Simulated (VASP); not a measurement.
# K (P6/mmm) in VASP: a series of runs, part 3 of 3

VASP 6.6.1. Earlier steps stand in the parts before.

### 5 Relaxation of cell and atoms, LDA

This run uses another cell than the first one, of 71.32 Å³/atom, 1.102 times its volume.

Contents of INCAR:

```
SYSTEM = K
PREC = Accurate
ENCUT = 600
EDIFF = 1E-6
ISMEAR = -1
SIGMA = 0.1
LREAL = .False.
LASPH = .True.
NELM = 100
ALGO = Normal
ISIF = 3
LWAVE = .False.
LCHARG = .False.
GGA = CA
IBRION = 2
NSW = 80
EDIFFG = -0.01
```

Contents of KPOINTS:

```
regular mesh
0
Gamma
  5 5 7
  0 0 0
```

Contents of POSCAR:

```
K
1.0
    7.3867433931      0.0000000000      0.0000000000
   -3.6933716966      6.3971074297      0.0000000000
    0.0000000000      0.0000000000      4.5280737000
K
3
Direct
    0.0000000000      0.0000000000      0.0000000000
    0.3333333333      0.6666666667      0.5000000000
    0.6666666667      0.3333333333      0.5000000000
```

Potentials or basis: VASP PAW LDA potentials, release 64 (K_sv).

The run is started by

```
$ cat potpaw_LDA.64/K_sv/POTCAR > POTCAR
$ mpirun -np 1 vasp_std > vasp.out
```

OUTCAR:

```text
SYSTEM = K
   PREC = Accurate
   ENCUT = 600
   EDIFF = 1E-6
   ISMEAR = -1
   LREAL = .False.
   LASPH = .True.
   NELM = 100
   ISIF = 3
   GGA = CA
   IBRION = 2
   NSW = 80
   EDIFFG = -0.01

 ion  position               nearest neighbor table
   1  0.000  0.000  0.000-
   2  0.333  0.667  0.500-
   3  0.667  0.333  0.500-

  LATTYP: Found a hexagonal cell.
 ALAT       =     7.3867433931
 C/A-ratio  =     0.6130000000

  Lattice vectors:

 A1 = (   7.3867433931,   0.0000000000,   0.0000000000)
 A2 = (  -3.6933716966,   6.3971074297,   0.0000000000)
 A3 = (   0.0000000000,   0.0000000000,   4.5280737000)

Analysis of symmetry for initial positions (statically):
=====================================================================
 Subroutine PRICEL returns:
 Original cell was already a primitive cell.

 Routine SETGRP: Setting up the symmetry group for a
 hexagonal supercell.

 Subroutine GETGRP returns: Found 24 space group operations
 (whereof 24 operations were pure point group operations)
 out of a pool of 24 trial point group operations.

The static configuration has the point symmetry D_6h.

Analysis of symmetry for dynamics (positions and initial velocities):
=====================================================================
 Subroutine PRICEL returns:
 Original cell was already a primitive cell.

 Routine SETGRP: Setting up the symmetry group for a
 hexagonal supercell.

 Subroutine GETGRP returns: Found 24 space group operations
 (whereof 24 operations were pure point group operations)
 out of a pool of 24 trial point group operations.

The dynamic configuration has the point symmetry D_6h.

 Subroutine INISYM returns: Found 24 space group operations
 (whereof 24 operations are pure point group operations),
 and found     1 'primitive' translations

[... 99 lines left out ...]
   POTIM  = 0.5000    time-step for ionic-motion
   TEBEG  =    0.0;   TEEND  =   0.0 temperature during run
   PSTRESS=    0.0 pullay stress
   NELECT =      27.0000    total number of electrons
   NUPDOWN=      -1.0000    fix difference up-down
   EMIN   =  10.00;   EMAX   =-10.00  energy-range for DOS
   EFERMI =   0.00;   METHOD = LEGACY
   ISMEAR =    -1;   SIGMA  =   0.10  broadening in eV -4-tet -1-fermi 0-gaus
   EFERMI_NEDOS =   21; number of points for ismear=-14 and -15
   IALGO  =     38    algorithm
   IMIX   =      4    mixing-type and parameters
     AMIX     =   0.40;   BMIX     =  1.00
     AMIX_MAG =   1.60;   BMIX_MAG =  1.00
  volume/ion in A,a.u.               =      71.32       481.31
  Fermi-wavevector in a.u.,A,eV,Ry     =   0.821131  1.551714  9.173822  0.674257
  Thomas-Fermi vector in A             =   1.932236
   LORBIT       =      0    0 simple, 1 ext, 2 COOP (PROOUT), +10 PAW based schemes
   GGA     = CA    functional components
   LHFCALC =     F    Hartree Fock is set to
   AEXX    =    0.0000 exact exchange contribution
   IVDW    =     0    specifies the selected vdW correction
   LEPSILON=     F    determine dielectric tensor
   LRPA    =     F    only Hartree local field effects (RPA)
 conjugate gradient relaxation of ions
 non-spin polarized calculation
  energy-cutoff  :      600.00
  volume of cell :      213.97
 maximum number of plane-waves:      7176
 NGX is ok and might be reduce to    60
   NGX = 29   NGY = 29   NGZ = 19

--------------------------------------- Ionic step        1  -------------------------------------------

 number of electron      26.9999998 magnetization

 Free energy of the ion-electron system (eV)
  ---------------------------------------------------
  ext. energy  EPLUGINS =         0.00000000
  ---------------------------------------------------
  free energy    TOTEN  =        -3.48291915 eV

  energy without entropy =       -3.41350013  energy(sigma->0) =       -3.44820964

------------------------ aborting loop because EDIFF is reached ----------------------------------------

  FORCE on cell =-STRESS in cart. coord.  units (eV):
  Direction    XX          YY          ZZ          XY          YZ          ZX
  --------------------------------------------------------------------------------------
  -------------------------------------------------------------------------------------
  Total       -0.3910586     -0.3910586     -0.6477964      0.0000000     -0.0000000      0.0000000
  in kB       -2.9282102     -2.9282102     -4.8506394      0.0000000     -0.0000000      0.0000000
  external PRESSURE =      -3.5690199 kB  Pullay stress =       0.0000000 kB
[... 209 lines left out ...]
--------------------------------------- Ionic step        7  -------------------------------------------

 number of electron      27.0000003 magnetization

 Free energy of the ion-electron system (eV)
  ---------------------------------------------------
  ext. energy  EPLUGINS =         0.00000000
  ---------------------------------------------------
  free energy    TOTEN  =        -3.50986452 eV

  energy without entropy =       -3.44415957  energy(sigma->0) =       -3.47701205

 E-fermi :  -0.0373     XC(G=0):  -6.2101

 val. band max:       -0.0814600595   @ k =   0.2000   0.2000   0.1429
 cond. band min:       0.1869769252   @ k =   0.2000   0.0000   0.0000
 fundamental gap:      0.2684369847
 Fermi energy:        -0.0372803899

 k-point     1 :       0.0000    0.0000    0.0000
  band No.  band energies     occupation
      1     -31.8050      2.00000
      2     -31.7946      2.00000
      3     -31.7052      2.00000
      4     -15.5672      2.00000
      5     -15.5672      2.00000
      6     -15.4971      2.00000
[... 419 lines left out ...]
  FREE ENERGIE OF THE ION-ELECTRON SYSTEM (eV)
  ---------------------------------------------------
  free  energy   TOTEN  =        -3.5098645243 eV

  energy  without entropy=       -3.4441595700  energy(sigma->0) =       -3.47701205

 reached required accuracy - stopping structural energy minimisation
```

It took 3.6 min on 1 thread of AMD EPYC 9R45 (Zen 5), shared host; peak memory 0.26 GiB.

Results:

| Quantity | Value |
| --- | --- |
| Free energy | -3.5099 eV |
| Relaxed volume | 64.65 Å³/atom |
| Relaxed cell | a = 7.221 Å, b = 7.221 Å, c = 4.295 Å, α = 90.00°, β = 90.00°, γ = 120.00° |
| Space group after relaxing (to 0.05 Å) | P6/mmm (No. 191) |
| Energy gained by relaxing | 9.0 meV/atom |
| Ionic steps | 7 |
| Pressure after relaxing | 0.0 GPa |
| Band gap on the k mesh | none (metal or under the smearing width) |

Step by step:
```
step  energy change (eV)  largest force (eV/Å)  pressure (GPa)  volume (Å³)
   1              0.0000                0.0000           -0.36       213.97
   2             -0.0105                0.0000           -0.29       209.09
   3             -0.0260                0.0000           -0.05       196.07
   4             -0.0266                0.0000            0.02       193.09
   5             -0.0266                0.0000            0.01       193.50
   6             -0.0268                0.0000            0.00       193.61
   7             -0.0269                0.0000           -0.01       193.95
```

Final structure:
```
K
1.0
     7.22119    0.00000    0.00000
    -3.61059    6.25373    0.00000
     0.00000    0.00000    4.29477
K
3
Direct
  0.00000 0.00000 0.00000
  0.33333 0.66667 0.50000
  0.66667 0.33333 0.50000
```

Levels at points of the mesh, in eV from the Fermi level:
```csv
k point,band 9,band 10,band 11,band 12,band 13,band 14,band 15,band 16,band 17
"(0.00, 0.00, 0.00)",-15.43,-15.38,-15.38,-15.35,-2.33,1.23,1.23,1.24,1.24
```

### 6 Single point, LDA

This run uses another cell than the first one, of 62.15 Å³/atom, 0.960 times its volume.

Contents of INCAR:

```
PREC     = Accurate       # precision mode
ENCUT    = 520            # plane-wave cutoff, eV
EDIFF    = 1E-6           # SCF threshold, eV
ISMEAR   = -1             # smearing method
SIGMA    = 0.1            # smearing width, eV
LREAL    = False          # projectors in reciprocal space
LASPH    = True           # aspherical terms in the spheres
NELM     = 60             # most SCF steps
ALGO     = Fast           # electronic algorithm
ISIF     = 2              # what is computed and relaxed
LWAVE    = False          # write WAVECAR
LCHARG   = False          # write CHGCAR
NBANDS   = 20             # bands
```

Contents of KPOINTS:

```
regular mesh
0
Gamma
  6 6 8
```

Contents of POSCAR:

```
K
1.0
    7.1234872974      0.0000000000      0.0000000000
   -3.5617436487      6.1691209631      0.0000000000
    0.0000000000      0.0000000000      4.2427729596
K
3
Direct
    1.0000000000      1.0000000000      0.0000000000
    0.3333333333      0.6666666667      0.5000000000
    0.6666666667      0.3333333333      0.5000000000
```

Potentials or basis: VASP PAW LDA potentials, release 64 (K_sv).

The run is started by

```
$ cat potpaw_LDA.64/K_sv/POTCAR > POTCAR
$ mpirun -np 1 vasp_std > vasp.out
```

Run time: 82 s. Hardware: 1 thread of AMD EPYC 9R45 (Zen 5), shared host; peak memory 0.24 GiB.

The run converged. Its results:

```yaml
Free_energy: -3.4967 eV
Pressure: 0.2 GPa
Band_gap_on_the_k_mesh: none (metal or under the smearing width)
```

Levels at points of the mesh, in eV from the Fermi level:
```csv
k point,band 9,band 10,band 11,band 12,band 13,band 14,band 15,band 16,band 17,band 18
"(0.00, 0.00, 0.00)",-15.43,-15.38,-15.38,-15.35,-2.42,1.22,1.22,1.23,1.23,1.46
"(0.50, 0.00, 0.00)",-15.44,-15.39,-15.39,-15.35,-1.30,-1.30,0.34,0.78,2.70,2.86
"(0.00, 0.00, 0.50)",-15.45,-15.45,-15.38,-15.38,-0.27,-0.11,1.69,1.69,1.85,1.85
"(0.50, 0.00, 0.50)",-15.44,-15.44,-15.38,-15.38,0.47,0.53,0.77,0.84,1.51,1.92
```

### 7 The runs side by side

```tsv
task	cell	k mesh	cutoff (eV)	gap on the mesh (eV)	pressure (GPa)
single point	P6/mmm, 64.74 Å³/atom	7 × 7 × 10	520	none	0.0
single point	P6/mmm, 67.33 Å³/atom	6 × 6 × 8	520	none	-0.2
single point	P6/mmm, 64.74 Å³/atom	5 × 5 × 7	520	none	0.0
relaxation of cell and atoms	relaxed	5 × 5 × 7	600	none	0.0
single point	P6/mmm, 62.15 Å³/atom	6 × 6 × 8	520	none	0.2
```

Alike in all rows: level LDA; potentials or basis VASP PAW LDA potentials, release 64 (K_sv); no spin polarisation; smearing fermi-dirac 0.1 eV.

Every run on the cell as given and a fine mesh finds a metal.

Total energies depend on the potentials used, so only differences within one code and one set of settings carry meaning.
